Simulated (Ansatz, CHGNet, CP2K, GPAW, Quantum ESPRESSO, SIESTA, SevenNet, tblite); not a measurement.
# CP2K on generalised stacking fault on (111) (glide set) of a GaP-AlP solid solution (72 atoms): settings against a plane-wave reference, part 2 of 2

Wanted: CP2K inputs and outputs for generalised stacking fault on (111) (glide set) of a GaP-AlP solid solution (72 atoms), checked against a plane-wave reference.

Program: CP2K 2026.2; the method stands at each step. Banners, paths, timers and routine set-up lines are dropped from the logs unmarked, and long logs keep their key lines alone; longer cuts are marked.

So far, spacing of highest filled and lowest empty level: step 2 (PBE, DZVP-MOLOPT-SR, 800/50 Ry, diagonalisation) 0.429.

## 4. PBE, DZVP-MOLOPT-SR, 800/30 Ry, diagonalisation

Method: Kohn-Sham DFT, PBE, GTH-PBE pseudopotentials, Gaussian and plane waves, DZVP-MOLOPT-SR-GTH, diagonalisation.

File input.inp:

```
&GLOBAL
  PROJECT cell
  RUN_TYPE ENERGY_FORCE
  PRINT_LEVEL LOW
&END GLOBAL
&FORCE_EVAL
  METHOD QS
  STRESS_TENSOR ANALYTICAL
  &DFT
    BASIS_SET_FILE_NAME BASIS_MOLOPT
    POTENTIAL_FILE_NAME GTH_POTENTIALS
    &MGRID
      CUTOFF 800
      REL_CUTOFF 30
      NGRIDS 5
    &END MGRID
    &QS
      EPS_DEFAULT 1.0E-12
    &END QS
    &SCF
      SCF_GUESS ATOMIC
      EPS_SCF 1.0E-06
      MAX_SCF 200
      ADDED_MOS 41
      &DIAGONALIZATION
        ALGORITHM STANDARD
      &END DIAGONALIZATION
      &SMEAR ON
        METHOD FERMI_DIRAC
        ELECTRONIC_TEMPERATURE [K] 580
      &END SMEAR
      &MIXING
        METHOD BROYDEN_MIXING
        ALPHA 0.15
        NBROYDEN 8
      &END MIXING
      &PRINT
        &RESTART OFF
        &END RESTART
      &END PRINT
    &END SCF
    &XC
      &XC_FUNCTIONAL PBE
      &END XC_FUNCTIONAL
    &END XC
    &PRINT
      &MULLIKEN ON
      &END MULLIKEN
      &HIRSHFELD ON
        SHAPE_FUNCTION DENSITY
      &END HIRSHFELD
      &MO ON
        EIGENVALUES T
        OCCUPATION_NUMBERS T
        MO_INDEX_RANGE 223 246
        &EACH
          QS_SCF 0
        &END EACH
        ADD_LAST NUMERIC
      &END MO
    &END PRINT
  &END DFT
  &SUBSYS
    &CELL
      A 6.68331 0.00000 0.00000
      B 0.00000 11.57583 0.00000
      C 1.11391 0.00000 19.10326
    &END CELL
    &TOPOLOGY
      COORD_FILE_NAME structure.xyz
      COORD_FILE_FORMAT XYZ
    &END TOPOLOGY
    &KIND Al
      BASIS_SET DZVP-MOLOPT-SR-GTH-q3
      POTENTIAL GTH-PBE-q3
    &END KIND
    &KIND P
      BASIS_SET DZVP-MOLOPT-SR-GTH-q5
      POTENTIAL GTH-PBE-q5
    &END KIND
    &KIND Ga
      BASIS_SET DZVP-MOLOPT-SR-GTH-q13
      POTENTIAL GTH-PBE-q13
    &END KIND
  &END SUBSYS
  &PRINT
    &FORCES ON
    &END FORCES
    &STRESS_TENSOR ON
    &END STRESS_TENSOR
  &END PRINT
&END FORCE_EVAL
```

File structure.xyz:

```xyz
72

Al 3.35804 1.92946 0.38417
P 3.35373 1.89971 2.75507
Ga 5.57636 1.91985 3.54748
P 5.60989 1.95597 5.92316
Ga 0.02318 0.00116 0.38493
P 6.66192 0.00000 2.79882
Al 2.23249 11.56541 3.55072
P 2.26547 0.01968 5.91819
Ga 4.46668 0.00706 6.68022
P 4.47940 0.01771 9.08417
Al 3.30091 5.76662 0.38207
P 3.35521 5.83862 2.74266
Ga 5.53184 5.78896 3.56562
P 5.55359 5.76418 5.89183
Al 6.69214 3.83114 0.42428
P 6.67243 3.81817 2.74877
Ga 2.22107 3.87570 3.52799
P 2.20426 3.89828 5.94818
Al 4.43523 3.88276 6.65443
P 4.47912 3.87038 9.02553
[... 48 atom lines left out ...]
Ga 1.09046 5.78386 16.15085
P 7.76247 5.82125 18.55882
Al 1.11865 9.64961 16.16441
P 1.13361 9.60099 18.56780
```

The run is started by

```console
OMP_NUM_THREADS=2 cp2k.psmp -i input.inp > output.txt
```

Numbers of over 12 decimals in the logs are rounded to 6 here.

What it wrote:

```text
CP2K| version string:                                       CP2K version 2026.2
 CP2K| Input file name                                                 input.inp
 GLOBAL| Basis set file name                                        BASIS_MOLOPT
 GLOBAL| Potential file name                                      GTH_POTENTIALS
 GLOBAL| Run type                                                   ENERGY_FORCE
 GLOBAL| Total number of message passing processes                             1
 GLOBAL| Number of threads for this process                                    2
 TOTAL NUMBERS AND MAXIMUM NUMBERS
  Total number of            - Atomic kinds:                                   3
                             - Atoms:                                         72
[... lines left out ...]
                        Smear method:                                FERMI_DIRAC
[... lines left out ...]
 Number of electrons:                                                        468
[... lines left out ...]
  Step     Update method      Time    Convergence         Total energy    Change
[... lines left out ...]
  *** SCF run converged in    17 steps ***
[... lines left out ...]
  Fermi energy:                                                 0.208332
  Total energy:                                             -1618.135763
  Total energy (extrapolated to T->0):                      -1618.135496
[... lines left out ...]
 MO| E(Fermi):            0.208332 a.u.          5.669012 eV
[... lines left out ...]
 !-----------------------------------------------------------------------------!
 !-----------------------------------------------------------------------------!
                           Hirshfeld Charges
  #Atom  Element  Kind  Ref Charge     Population                    Net charge
      1       Al     1       3.000          2.797                         0.203
      2       P      2       5.000          5.186                        -0.186
      3       Ga     3      13.000         12.807                         0.193
[...]
71       Al     1       3.000          2.823                         0.177
     72       P      2       5.000          5.221                        -0.221
  Total Charge                                                           -0.000
 !-----------------------------------------------------------------------------!
 ENERGY| Total FORCE_EVAL ( QS ) energy [hartree]          -1618.135679
 FORCES| Atomic forces [hartree/bohr]
 FORCES|   Atom     x               y               z               |f|
 FORCES|      1 -1.67004290E-03 -1.51231276E-02  2.67883684E-02   3.08077054E-02
 FORCES|      2  2.43856438E-05  6.28818112E-03 -4.10018499E-03   7.50688573E-03
 FORCES|      3 -6.22171873E-03 -1.04820535E-03  1.12602602E-02   1.29074388E-02
[...]
FORCES|     71 -4.43269492E-03 -5.86829880E-03  3.95853420E-03   8.35198827E-03
 FORCES|     72  1.49018017E-03  3.92581290E-02 -4.76398353E-02   6.17492934E-02
 FORCES| Sum     1.11723536E-03 -4.53018846E-03  5.76553329E-04
 FORCES| Total atomic force                                       4.70140788E-03
 STRESS| Analytical stress tensor [bar]
 STRESS|                        x                   y                   z
 STRESS|      x       -2.52229473780E+04  -9.33016659345E+02  -2.96851024043E+03
 STRESS|      y       -9.33016659345E+02   1.04421529443E+05  -1.25942238563E+02
 STRESS|      z       -2.96851024043E+03  -1.25942238563E+02   2.12822396627E+04
 STRESS| 1/3 Trace                                             3.34936072427E+04
```

Run time: 3.3 min. Hardware: 2 threads of Arm Neoverse V1, shared host; peak memory 5.8 GiB.

Against the reference:

| Item | Value |
| --- | --- |
| r.m.s. force component | 0.5242 eV/Å |
| r.m.s. difference of force components | 48.82 meV/Å |
| longest difference of force vectors | 234.8 meV/Å |
| force difference over r.m.s. force | 9.622 % |
| slope of forces against the reference's | 1.029 |
| correlation of force components | 0.996 |
| gap (highest filled to lowest empty level) | 0.4304 eV |
| gap difference | -0.0173 eV |
| pressure | 3.349 GPa |
| pressure difference | 0.3671 GPa |
| energy less the same-level run's | -1.078 meV/atom |
| r.m.s. force difference from the same-level run | 38.6 meV/Å |

This is a coarse setting, run to see what it loses.

Against the first run (6.4 %), the force difference from the reference is 9.6 %, at 0.86 times the CPU time: the grid matters here.

## 5. Side by side

Differences are against the plane-wave reference, forces as r.m.s. over components; share is that over the reference's r.m.s. force, slope the least-squares factor from reference forces to these. Total energies of different programs have different zeros and aren't compared.

```csv
run,"Δ force, r.m.s. (meV/Å)",share (%),slope,Δ pressure (GPa),Δ gap (eV),cores,CPU time,memory (GiB)
reference,-,-,-,-,-,4,68 s,1.6
"CP2K PBE, DZVP-MOLOPT-SR, 800/50 Ry, diagonalisation",32.4,6.38,1.025,0.292,-0.0182,2,7.2 min,5.9
"CP2K PBE, DZVP-MOLOPT-SR, 280/50 Ry, diagonalisation (coarse)",1484,292,0.719,1.66,-,2,5.4 min,1.4
"CP2K PBE, DZVP-MOLOPT-SR, 800/30 Ry, diagonalisation (coarse)",48.8,9.62,1.029,0.367,-0.0173,2,6.2 min,5.8
```

Rows marked coarse were listed beforehand as settings not expected to be converged; some can still land near the reference.

CPU time is summed over cores on a shared host, where runs went side by side, so it is rough. Symmetry, cutoffs, thresholds, outputs and thread counts weren't matched or tuned between programs; memory under MPI is the largest rank's times the ranks.

Mean charges by element (e), by run and scheme:

```csv
run,scheme,Al,P,Ga
reference,Löwdin,+0.42,-0.19,+0.08
"CP2K PBE, DZVP-MOLOPT-SR, 800/50 Ry, diagonalisation",Mulliken,+0.52,-0.36,+0.20
"CP2K PBE, DZVP-MOLOPT-SR, 800/50 Ry, diagonalisation",Hirshfeld,+0.18,-0.19,+0.21
```

The reference's Löwdin charges lack the electrons that the projection spills, 0.030 e an atom on average.

Within one program, basis, potentials and functional, energies share a zero. Each run against its twin at the usual cutoff or grid and solver:

```csv
run,twin,Δ energy (meV/atom),"Δ force, r.m.s. (meV/Å)",CPU time over the twin's
"CP2K PBE, DZVP-MOLOPT-SR, 280/50 Ry, diagonalisation","DZVP-MOLOPT-SR, 800/50 Ry, diagonalisation",-71.0,1487,0.76
"CP2K PBE, DZVP-MOLOPT-SR, 800/30 Ry, diagonalisation","DZVP-MOLOPT-SR, 800/50 Ry, diagonalisation",-1.08,38.6,0.86
```

## 6. What came out

```json
{
  "nearest in forces": "CP2K PBE, DZVP-MOLOPT-SR, 800/50 Ry, diagonalisation, 6.4 %",
  "its CPU time": "7.2 min"
}
```

In words: The PBE run in local orbitals, coarse settings apart, differs by 6.4 % (CP2K PBE, DZVP-MOLOPT-SR, 800/50 Ry, diagonalisation); basis, grid and potentials can all enter. Runs with settings chosen to be coarse differ by 9.6 % (CP2K PBE, DZVP-MOLOPT-SR, 800/30 Ry, diagonalisation) to 292 % (CP2K PBE, DZVP-MOLOPT-SR, 280/50 Ry, diagonalisation), their programs' other errors included. None of the electronic-structure runs in the table takes under half the reference's CPU time of 68 s; they take 4.8 to 6.3 times as much. At the same functional, the gap of these runs lies 0.02 eV below the reference's 0.448 eV. These are spacings on the run's k-points, which needn't hold the band edges. In pressure, CP2K PBE, DZVP-MOLOPT-SR, 280/50 Ry, diagonalisation misses by +1.7 GPa, at the same functional. Charges hang on scheme and program or settings: among these rows the mean for Al runs from +0.18 to +0.52 e. The reference's stress is far from hydrostatic: its diagonal is -2.8, 10.0, 1.7 GPa, compression counted positive. The host structure and its lattice constant were typed by rule, without a check against the phase diagram. The reference's pressure of 3.0 GPa belongs to a cell and atoms that aren't relaxed at this level. The electronic-structure runs sample only Γ, in a cell whose shortest periodic width is 7 Å.

[Also dropped from logs without a mark: logging warnings of Python, and SIESTA's first energy breakdown and zero terms.]

[Logs are printed without paths, hosts, clocks, repeated set-up lines and the standing remarks that a program may print on its own settings, such as how far it seeks lower states.]

[Hosts, paths, dates, database ids (printed as entryN), source tags and the programs' standing remarks are cut or masked in the printed files.]
